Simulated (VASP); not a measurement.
Here is a VASP 6.6.1 calculation.

INCAR

```
PREC = Accurate
ENCUT = 520
EDIFF = 1E-7
ISMEAR = 0
SIGMA = 0.1
LREAL = F
LASPH = T
NELM = 60
ALGO = Normal
ISIF = 2
LWAVE = F
LCHARG = F
GGA = PE
```

Contents of KPOINTS:

```
regular mesh
0
Gamma
  10 10 10
```

The input POSCAR:

```
In
1.0
   -1.8825252400      1.8825252400      1.8825252400
    1.8825252400     -1.8825252400      1.8825252400
    1.8825252400      1.8825252400     -1.8825252400
In
1
Direct
    0.0000000000      0.0000000000      0.0000000000
```

Potentials or basis: VASP PAW PBE potentials, release 54 (In_d).

Launch:

```sh
$ cat potpaw_PBE.54/In_d/POTCAR > POTCAR
$ mpirun -np 1 vasp_std > vasp.out
```

Q: Estimate the band gap on the k mesh.

A: None (metal or under the smearing width).

Q: Estimate the pressure.

A: 1.5 GPa.
